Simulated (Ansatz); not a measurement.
## The polar optical mode of AgCl at -3 GPa, worked through

Level of theory: Ansatz 0.2.0, DFT PBEsol, scalar-relativistic, plane waves, PAW. Settings: 420 eV plane-wave cutoff, Γ-centred 8×8×8 mesh, fixed occupations. No spin polarisation. Phonons by linear response, acoustic sum rule imposed.

The cell, relaxed at -3 GPa:
```
CELL_PARAMETERS angstrom
0.00000 2.78146 2.78146
2.78146 0.00000 2.78146
2.78146 2.78146 0.00000
ATOMIC_POSITIONS crystal
Ag 0.50000 0.50000 0.50000
Cl 0.00000 0.00000 0.00000
```

Linear response gives ν_TO = 85.3 cm⁻¹, Born charges ±1.451 e (positive on Ag) and ε∞ = 5.301. The primitive cell holds 43.037 Å³, and the masses are 107.868 and 35.450 amu.

Problem. Find ν_LO and the static dielectric constant.

Solution. The long-wave field adds a restoring force: ω_LO² − ω_TO² = Z*²e²/(ε_vac ε∞ μV). In these units ν_LO² − ν_TO² = 4.92064×10⁷ Z*²/(μ V ε∞) cm⁻², with μ = m₁m₂/(m₁ + m₂) = 26.681 amu: 17023 cm⁻². So ν_LO = √(85.3² + 17023) = 155.9 cm⁻¹, and the run gives 155.9. Lyddane–Sachs–Teller then gives ε0 = ε∞ (ν_LO/ν_TO)² = 17.71, against 17.71 in the run (it forms both from the same three quantities, so the match checks the arithmetic only). Between ν_TO and ν_LO the dielectric function is negative and an undamped crystal reflects fully: a reststrahlen band from 64.2 to 117.3 μm.

Problem. What do the Clausius–Mossotti polarisability and the Szigeti charge come to?

Solution. With the Lorentz local field, α = (3V/4π)(ε∞ − 1)/(ε∞ + 2) = 6.05 Å³ for the pair, and e_S = 3Z*/(ε∞ + 2) = 0.60 e. The Born charge includes the electrons' response to the dipole's own local field, and e_S takes that enhancement out. The Lorentz field assumes point-like polarisable ions, a poor picture once ε∞ is this large, since the electron clouds then overlap or are shared, so both numbers are formal here.

Problem. How strongly does a slow electron couple to the LO mode?

Solution. For one isotropic parabolic band, Fröhlich's constant is α_F = (1/ε∞ − 1/ε0) √(m* Ry/ħω_LO), with Ry = 13.606 eV, ħω_LO = 19.3 meV and m* in free-electron masses: α_F = 0.1322 × 26.53 × √m* = 3.51 √m*. The band mass isn't part of this run; for m* = 0.1, 0.3 and 1 it gives 1.11, 1.92, 3.51. In weak coupling the polaron lies α_F ħω_LO below the band edge (37 meV at m* = 0.3) with a mass m*(1 + α_F/6); past α_F of about 5 or 6 that expansion fails. A semilocal functional's ε∞ tends to be too large, which taken alone lowers α_F.